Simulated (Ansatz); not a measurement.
This was printed by a script on the Ansatz DFT code, driven from Python, for a band structure of CsBr, space group Pm-3m. What did the script look like? Use: PBE, PAW, cutoff 420 eV, 4×4×4 k-points, fixed occupations.

Input file `csbr.vasp`:
```text
CsBr
1.0
   4.28600000    0.00000000    0.00000000
   0.00000000    4.28600000    0.00000000
   0.00000000    0.00000000    4.28600000
Cs Br
1 1
Direct
   0.00000000    0.00000000    0.00000000
   0.50000000    0.50000000    0.50000000
```

Running `python run_bands.py` prints:
```text
free energy      -8457.46378 eV
per atom         -4228.73189 eV
SCF iterations   6  (converged: True)
states below E_F: 15.973
zero of the bands: 3.100 eV, the Fermi level found on the SCF mesh
k (fractions)              top valence  bottom conduction (eV)
  0.000   0.000   0.000        0.000         4.528
  0.000   0.083   0.000       -0.013         4.707
  0.000   0.167   0.000       -0.050         5.099
  0.000   0.250   0.000       -0.102         5.307
  0.000   0.333   0.000       -0.154         5.567
  0.000   0.417   0.000       -0.194         5.819
  0.000   0.500   0.000       -0.208         5.935
  0.083   0.500   0.000       -0.195         5.996
  0.167   0.500   0.000       -0.160         6.039
  0.250   0.500   0.000       -0.110         5.859
  0.333   0.500   0.000       -0.058         5.579
  0.417   0.500   0.000       -0.019         5.358
  0.500   0.500   0.000       -0.005         5.277
  0.417   0.417   0.000       -0.032         5.416
  0.333   0.333   0.000       -0.082         5.674
  0.250   0.250   0.000       -0.103         5.774
  0.167   0.167   0.000       -0.075         5.444
  0.083   0.083   0.000       -0.025         4.867
  0.000   0.000   0.000        0.000         4.528
  0.083   0.083   0.083       -0.071         5.015
  0.167   0.167   0.167       -0.263         6.005
  0.250   0.250   0.250       -0.537         6.934
  0.333   0.333   0.333       -0.612         6.760
  0.417   0.417   0.417       -0.963         7.466
  0.500   0.500   0.500       -1.175         8.337
  0.417   0.500   0.417       -1.030         7.770
  0.333   0.500   0.333       -0.678         6.994
  0.250   0.500   0.250       -0.325         6.566
  0.167   0.500   0.167       -0.160         6.491
  0.083   0.500   0.083       -0.175         6.078
  0.000   0.500   0.000       -0.208         5.935
on this path: least direct gap 4.528 eV, least gap 4.528 eV
```

The script that was run (others could print the same):

Script `run_bands.py`:
```python
import ansatz as az
from ase import Atoms
from ase.io import write
from ase.io import read
import matplotlib.pyplot as plt
import numpy as np

atoms = read("csbr.vasp", format="vasp")
xtal = az.Crystal.from_ase(atoms)

path = [
    ("G", (0.0, 0.0, 0.0)),
    ("X", (0.0, 0.5, 0.0)),
    ("M", (0.5, 0.5, 0.0)),
    ("G", (0.0, 0.0, 0.0)),
    ("R", (0.5, 0.5, 0.5)),
    ("X", (0.0, 0.5, 0.0)),
]
base = (
    xtal.calculation()
    .functional("PBE")
    .pseudopotentials("paw")
    .basis(420)
    .kpoints(4, 4, 4, center="gamma")
    .occupations("fixed")
    .scf(max_iterations=55)
    .band_structure([point for _, point in path], intervals=6)
    .scf(extra_bands=6)
    .density_of_states(energy_step=0.1, method="tetrahedron", nscf_kmesh_spacing=0.16)
    .band_table()
)
session = base.session()
planned = session.plan(threads=1)
done = planned.execute()
r = done.report

print(f"free energy      {r['free_energy_ev']:.5f} eV")
print(f"per atom         {r['free_energy_ev'] / len(done.lattice.sites):.5f} eV")
print(f"SCF iterations   {r['n_iterations']}  (converged: {r['converged']})")

image = Atoms([s.symbol for s in done.lattice.sites], positions=[s.position_ang for s in done.lattice.sites], cell=done.lattice.cell_ang, pbc=True)
write("final.extxyz", image)

dos = done.density_of_states()
energy = np.asarray(dos.energies_ev) - dos.fermi_ev
top = min(levels[-1] for levels in r["eigenvalues_ev"]) - dos.fermi_ev  # the computed bands end here
fig, ax = plt.subplots(figsize=(5, 3.2))
for spin, channel in enumerate(dos.channels):
    ax.plot(energy, (-1) ** spin * np.asarray(channel.g_bin_mean_per_ev), lw=1)
ax.axvline(0, color="k", ls=":")
ax.set(xlim=(-8, min(8, top)), xlabel="E - E_F (eV)", ylabel="states/eV", title="CsBr")
fig.tight_layout()
fig.savefig("dos.png", dpi=100)
print("states below E_F:", round(float(np.interp(0.0, energy, dos.spin_summed_integrated)), 3))

bands = done.band_structure()
fermi = bands.fermi_energy_ev
print(f"zero of the bands: {fermi:.3f} eV, the Fermi level found on the SCF mesh")
levels = bands.channels[0].eigenvalues_ev - fermi
filled = round(r["n_electrons"]) // 2
valence, conduction = levels[:, filled - 1], levels[:, filled]
print("k (fractions)              top valence  bottom conduction (eV)")
for k, lo, hi in zip(bands.kpoints_frac, valence, conduction):
    print(f"{k[0]:7.3f} {k[1]:7.3f} {k[2]:7.3f} {lo:12.3f} {hi:13.3f}")
print(f"on this path: least direct gap {np.min(conduction - valence):.3f} eV, least gap {conduction.min() - valence.max():.3f} eV")
```

Caveats:
- Total energies depend on the potentials; only differences at equal settings carry meaning.
- Semilocal gaps usually lie well under measured ones.
- The count of states below the Fermi level is interpolated on the energy grid.
- Under fixed occupations the level called the Fermi level is the highest filled one on the SCF mesh; off the mesh a filled band can lie a little above it.
- Of the deposited cell: the entry's cell lengths or inner coordinates differ somewhat from later room-temperature determinations.
- The crystal has a gap of about 4.53 eV on the mesh; bins of finite width blur the band edges.
- The structure is a deposited one; some such entries were measured under pressure or heat, so a shift against it needn't be the functional's error alone.
- Gaps and levels are Kohn-Sham values on a finite set of k-points, without spin-orbit coupling.
- The computed bands are complete only to about 7.9 eV above the Fermi level; beyond that the density of states is undercounted.
- Processor time in the engine: 2.7 s on 1 thread of Intel(R) Xeon(R) Processor @ 2.30GHz (shared host), peak memory 0.63 GiB.
